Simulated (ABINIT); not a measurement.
Crystal: Au.

```
CELL_PARAMETERS angstrom
0.00000 2.03500 2.03500
2.03500 0.00000 2.03500
2.03500 2.03500 0.00000
ATOMIC_POSITIONS crystal
Au 0.00000 0.00000 0.00000
```

Program: ABINIT 10.8.3 (patched build). Alike in all runs: no spin polarisation; cell as given; smearing fermi-dirac 0.05 eV.

**Question.** Order these runs on this cell by their pressure, lowest first.
A. level OLYP; potentials or basis JTH PAW PBE v2.0; k mesh 11 × 11 × 11; cutoff (eV) 680; fine-grid cutoff 1278.94 eV; mesh quality not flagged
B. level r2SCAN; potentials or basis JTH PAW PBE v2.0; k mesh 7 × 7 × 7; cutoff (eV) 816; fine-grid cutoff 1414.99 eV; mesh quality coarse
C. level LDA; potentials or basis JTH PAW LDA v2.0; k mesh 7 × 7 × 7; cutoff (eV) 680; fine-grid cutoff 1278.94 eV; mesh quality coarse

**Answer.** C (-3.1 GPa), B (7.2 GPa), A (9.2 GPa).

Caveats: some runs use coarse meshes; the PAW data sets were made with another functional, which shifts forces and pressure a little (some runs).

Runs at the PBE level aren't shown here.
